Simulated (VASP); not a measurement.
HgTe in VASP 6.6.1, single-point calculation

INCAR

```
LREAL = .FALSE.
LDAUJ = 0 0
EDIFF = 1E-7
ENCUT = 520
LWAVE = .FALSE.
PREC = Accurate
NSW = 0
SIGMA = 0.02
LCHARG = .FALSE.
LASPH = .TRUE.
LDAUU = 6.0 0
LDAUL = 2 -1
IVDW = 12
IBRION = -1
NBANDS = 16
NELECT = 17.98
NELM = 120
LDAU = .TRUE.
LDAUTYPE = 2
ISMEAR = -1
LMAXMIX = 4
GGA = PE
ISIF = 2
```

KPOINTS

```
KPOINTS created by Atomic Simulation Environment
0
Gamma
6 6 6
0 0 0
```

POSCAR

```
Hg Te
 1.0000000000000000
     0.0000000000000000    3.2891578873062031    3.2891578873062031
     3.2891578873062031    0.0000000000000000    3.2891578873062031
     3.2891578873062031    3.2891578873062031    0.0000000000000000
 Hg  Te
   1   1
Cartesian
  0.0000000000000000  0.0000000000000000  0.0000000000000000
  1.6445789436531015  1.6445789436531015  1.6445789436531015
```

The recommended PBE PAW datasets give the neutral cell 18 valence electrons.

Command

```
mpirun -np 1 vasp_std
```

OSZICAR

```
N       E                     dE             d eps       ncg     rms          rms(c)
DAV:   1     0.107202830105E+03    0.10720E+03   -0.74541E+03   512   0.900E+02
DAV:   2     0.137231991875E+01   -0.10583E+03   -0.10142E+03   632   0.219E+02
DAV:   3    -0.264162741191E+01   -0.40139E+01   -0.40090E+01   624   0.471E+01
DAV:   4    -0.267911542740E+01   -0.37488E-01   -0.37487E-01   792   0.428E+00
DAV:   5    -0.267919277555E+01   -0.77348E-04   -0.77348E-04   648   0.179E-01    0.105E+01
DAV:   6    -0.254712060087E+01    0.13207E+00   -0.38600E-01   584   0.712E+00    0.661E+00
DAV:   7    -0.257017575789E+01   -0.23055E-01   -0.11644E-01   536   0.259E+00    0.199E+00
DAV:   8    -0.257341538603E+01   -0.32396E-02   -0.24999E-02   568   0.168E+00    0.680E-01
DAV:   9    -0.257393237650E+01   -0.51699E-03   -0.12173E-03   640   0.320E-01    0.228E-01
DAV:  10    -0.257400173716E+01   -0.69361E-04   -0.22882E-04   624   0.161E-01    0.613E-02
DAV:  11    -0.257401260599E+01   -0.10869E-04   -0.57044E-05   576   0.688E-02    0.220E-02
DAV:  12    -0.257401272136E+01   -0.11537E-06   -0.36165E-06   648   0.159E-02    0.114E-02
DAV:  13    -0.257401293014E+01   -0.20878E-06   -0.20156E-06   552   0.940E-03    0.214E-03
DAV:  14    -0.257401307970E+01   -0.14955E-06   -0.86098E-08   592   0.243E-03    0.611E-04
DAV:  15    -0.257401314749E+01   -0.67794E-07   -0.99938E-08   528   0.236E-03
   1 F= -.32513704E+01 E0= -.32512817E+01  d E =-.177452E-03
```

From OUTCAR

```
k-points           NKPTS =     16   k-points in BZ     NKDIM =     16   number of bands    NBANDS=     16

   NELECT =      17.9800    total number of electrons

   dimension x,y,z NGX =    36 NGY =   36 NGZ =   36
   dimension x,y,z NGXF=    72 NGYF=   72 NGZF=   72

  energy-cutoff  :      520.00
  volume of cell :       71.17
      direct lattice vectors                 reciprocal lattice vectors
     0.000000000  3.289157887  3.289157887    -0.152014594  0.152014594  0.152014594
     3.289157887  0.000000000  3.289157887     0.152014594 -0.152014594  0.152014594
     3.289157887  3.289157887  0.000000000     0.152014594  0.152014594 -0.152014594

 k-points in reciprocal lattice and weights: KPOINTS created by Atomic Simulation Env
   0.00000000  0.00000000  0.00000000       0.005
   0.16666667  0.00000000  0.00000000       0.037
   0.33333333  0.00000000  0.00000000       0.037
   0.50000000  0.00000000  0.00000000       0.019
   0.16666667  0.16666667  0.00000000       0.028
   0.33333333  0.16666667  0.00000000       0.111
   0.50000000  0.16666667  0.00000000       0.111
  -0.33333333  0.16666667  0.00000000       0.111
   ...

 E-fermi :   2.1434

 k-point     1 :       0.0000    0.0000    0.0000
  band No.  band energies     occupation
      1      -9.0266      2.00000
      2      -7.0158      2.00000
      3      -7.0158      2.00000
      4      -7.0158      2.00000
      5      -6.6550      2.00000
      6      -6.6550      2.00000
      7       1.8285      2.00000
      8       2.2712      0.00336
      9       2.2712      0.00336
     10       2.2712      0.00336
     11       6.9778      0.00000
     12       6.9778      0.00000
     13       6.9778      0.00000
     14       9.0626      0.00000
     15      11.6236      0.00000
     16      11.6236      0.00000

 k-point     2 :       0.1667    0.0000    0.0000
  band No.  band energies     occupation
      1      -8.9714      2.00000
      2      -6.9945      2.00000
      3      -6.9945      2.00000
      4      -6.8778      2.00000
      5      -6.6565      2.00000
      6      -6.6565      2.00000
      7       0.1202      2.00000
      8       2.0521      1.97940
      9       2.0521      1.97940
     10       3.3190      0.00000
     11       6.8963      0.00000
     12       7.2981      0.00000
     13       7.2981      0.00000
     14      10.3391      0.00000
     15      10.8038      0.00000
     16      10.8038      0.00000

 k-point     3 :       0.3333    0.0000    0.0000
  band No.  band energies     occupation
      1      -8.8819      2.00000
      2      -6.9558      2.00000
      3      -6.9558      2.00000
      4      -6.6543      2.00000
      5      -6.6543      2.00000
      6      -6.4593      2.00000
      7      -1.6741      2.00000
      8       1.6791      2.00000
      9       1.6791      2.00000
     10       3.4064      0.00000
     11       7.5957      0.00000
     12       7.5957      0.00000
     13       8.2816      0.00000
     14      10.1537      0.00000
     15      11.1593      0.00000
     16      11.1593      0.00000

 ...

  Total      -0.56133    -0.56133    -0.56133     0.00000    -0.00000     0.00000
  in kB     -12.63698   -12.63698   -12.63698     0.00000    -0.00000     0.00000
  external pressure =      -12.64 kB  Pullay stress =        0.00 kB

 POSITION                                       TOTAL-FORCE (eV/Angst)
 -----------------------------------------------------------------------------------
      0.00000      0.00000      0.00000         0.000000      0.000000      0.000000
      1.64458      1.64458      1.64458        -0.000000     -0.000000     -0.000000
 -----------------------------------------------------------------------------------
    total drift:                               -0.000000     -0.000000     -0.000000

  FREE ENERGIE OF THE ION-ELECTRON SYSTEM (eV)
  ---------------------------------------------------
  free  energy   TOTEN  =        -3.2513704471 eV

  energy  without entropy=       -3.2511929946  energy(sigma->0) =       -3.25128172
```

It converged. Results: pressure -1.3 GPa.

The cell is charged and sits in a uniform background.

For comparison, a separate PBE run of the intended cell, on usual settings and not on those above, gives a gap of 0.00 eV on its mesh and a pressure of 1.3 GPa.

The run above took about 29 s on one core of a shared host (Intel Xeon Platinum 8488C) and held 0.21 GiB at most.
